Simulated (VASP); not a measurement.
Set up this calculation in VASP 6.6.1, as the native input.

```yaml
Task: electron localisation function
Functional: PBEsol
Potentials_or_basis: VASP PAW PBE potentials, release 64 (Ti_sv, Si)
Cutoff: 520 eV
k_mesh: 7 × 7 × 7
Occupations: gaussian, width 0.02 eV
Spin: no spin polarisation
Further_INCAR_settings: ALGO = Fast; EDIFF = 1e-06
```

The structure of TiSi2 lies in POSCAR:

```
TiSi2
1.0
    0.0000000000      4.1175163063      4.2628978354
    2.3895119538      0.0000000000      4.2628978354
    2.3895119538      4.1175163063      0.0000000000
Ti Si
2 4
Direct
    0.7500000000      0.7500000000      0.7500000000
    0.5000000000      0.5000000000      0.5000000000
    0.4125656100      0.0874343900      0.4125656100
    0.0874343900      0.4125656100      0.0874343900
    0.1625656100      0.8374343900      0.1625656100
    0.8374343900      0.1625656100      0.8374343900
```

The cell is a database's computed one.

The input as run:

INCAR

```
SYSTEM = TiSi2
PREC = Accurate
ENCUT = 520
EDIFF = 1E-6
ISMEAR = 0
SIGMA = 0.02
LREAL = .FALSE.
LASPH = .TRUE.
NELM = 100
ALGO = Fast
ISIF = 2
LWAVE = .FALSE.
LCHARG = .TRUE.
GGA = PS
LELF = .TRUE.
```

KPOINTS

```
regular mesh
0
G
  7 7 7
  0 0 0
```

Potentials or basis: VASP PAW PBE potentials, release 64 (Ti_sv, Si).

Command:

```console
$ cat potpaw_PBE.64/Ti_sv/POTCAR potpaw_PBE.64/Si/POTCAR > POTCAR
$ mpirun -np 1 vasp_std > vasp.out
```

It gave:

```json
{"Pressure": "-1.8 GPa", "Largest force": "0.044 eV/Å", "Band gap on the k mesh": "none (metal or under the smearing width)"}
```

Caveat: the PAW data sets were made with another functional, which shifts forces and pressure a little.

Run time: 6.1 min on 1 thread of Intel(R) Xeon(R) Platinum 8488C (Sapphire Rapids) (shared host), peak memory 0.31 GiB.
